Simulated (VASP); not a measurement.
Te2Pt (Moncheite):

```
Te Pt
1.0
     4.01000    0.00000    0.00000
    -2.00500    3.47276    0.00000
     0.00000    0.00000    5.20100
Te Pt
2 1
Direct
  0.33333 0.66667 0.25000
  0.66667 0.33333 0.75000
  0.00000 0.00000 0.00000
```

| Quantity | Value |
| --- | --- |
| Program | VASP 6.6.1 |
| Task | relaxation of cell and atoms |
| Functional | rev-vdW-DF2 |
| Potentials or basis | VASP PAW PBE potentials, release 64 (Te, Pt) |
| Cutoff | 600 eV |
| k mesh | 12 × 12 × 7 |
| Occupations | methfessel-paxton, width 0.1 eV |
| Spin | no spin polarisation |

At the start: pressure 7.3 GPa; volume 24.14 Å³/atom.

Task: How do energy, volume and symmetry change on relaxing?

Result: Over 15 steps the energy falls by 41.9 meV/atom and the volume is 25.04 Å³/atom (+3.7 %); space group P-3m1 (No. 164, to 0.05 Å).

The path:
| step | energy change (eV) | largest force (eV/Å) | pressure (GPa) | volume (Å³) |
| --- | --- | --- | --- | --- |
| 1 | 0.0000 | 1.1277 | 7.25 | 72.43 |
| 2 | 0.1506 | 0.7650 | -8.56 | 84.50 |
| 3 | -0.1144 | 0.2157 | -0.55 | 76.83 |
| 4 | -0.1145 | 0.2396 | -0.36 | 76.69 |
| 5 | -0.1145 | 0.2547 | -0.21 | 76.60 |
| 6 | -0.1199 | 0.1763 | -0.09 | 76.25 |
| 7 | -0.1232 | 0.0601 | 0.12 | 75.68 |
| 8 | -0.1241 | 0.0068 | -0.38 | 75.83 |
| 9 | -0.1242 | 0.0118 | -0.42 | 75.85 |
| 10 | -0.1248 | 0.0099 | -0.37 | 75.67 |
| 11 | -0.1257 | 0.0071 | -0.09 | 75.16 |
| 12 | -0.1257 | 0.0073 | -0.06 | 75.11 |
| 13 | -0.1257 | 0.0071 | -0.05 | 75.12 |
| 14 | -0.1257 | 0.0070 | -0.06 | 75.14 |
| 15 | -0.1258 | 0.0008 | 0.00 | 75.11 |

Final structure:
```yaml
crystal:
  lattice:
    - [4.07206, 0.00000, 0.00000]
    - [-2.03603, 3.52651, 0.00000]
    - [0.00000, 0.00000, 5.23055]
  atoms:
    - { symbol: Te, position: [0.33333, 0.66667, 0.26198] }
    - { symbol: Te, position: [0.66667, 0.33333, 0.73802] }
    - { symbol: Pt, position: [0.00000, 0.00000, 0.00000] }
```

Caveat: the PAW data sets were made with another functional, which shifts forces and pressure a little.
